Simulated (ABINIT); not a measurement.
AgCl (Chlorargyrite):

```
Ag Cl
1.0
     0.00000    2.73500    2.73500
     2.73500    0.00000    2.73500
     2.73500    2.73500    0.00000
Ag Cl
1 1
Direct
  0.00000 0.00000 0.00000
  0.50000 0.50000 0.50000
```

Base run:

```yaml
Program: ABINIT 10.8.3 (patched build)
Functional: PBE
Potentials_or_basis: JTH PAW PBE v2.0
Cutoff: 680 eV
k_mesh: 8 × 8 × 8
Occupations: fermi-dirac, width 0.05 eV
Spin: no spin polarisation
```

Its results: band gap on the k mesh 0.90 eV, indirect (least direct gap 3.31 eV); pressure 3.9 GPa.

Q: The run is repeated on the same cell with these changes: functional from PBE to LDA; potentials or basis from JTH PAW PBE v2.0 to JTH PAW LDA v2.0. What comes out?

A: Band gap on the k mesh 0.61 eV, indirect (least direct gap 3.08 eV); pressure -3.8 GPa.

Not every run made on this cell is shown here.
